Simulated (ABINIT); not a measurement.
**Si2Ni in ABINIT: the effect of functional**

The system is Si2Ni.

```
Ni Si
1.0
     0.00000    2.70300    2.70300
     2.70300    0.00000    2.70300
     2.70300    2.70300    0.00000
Ni Si
1 2
Direct
  0.00000 0.00000 0.00000
  0.75000 0.75000 0.75000
  0.25000 0.25000 0.25000
```

Alike in all runs:

```yaml
Program: ABINIT 10.8.3 (patched build)
Task: single point
Potentials_or_basis: JTH PAW PBE v2.0
Cutoff: 1333 eV
k_mesh: 7 × 7 × 7
Occupations: fermi-dirac, width 0.05 eV
Spin: collinear spin, ferromagnetic start
Starting_moments: "[1.0, 0.0, 0.0] μB"
```

| functional | pressure (GPa) |
| --- | --- |
| revPBE | 5.1 |
| PW91 | ? |
| WC | -0.8 |

Problem. What does the run with functional PW91 give?

Solution. Pressure 3.5 GPa.

Caveats: small starting moments can end in a higher magnetic state in this program; the PAW data sets were made with another functional, which shifts forces and pressure a little.
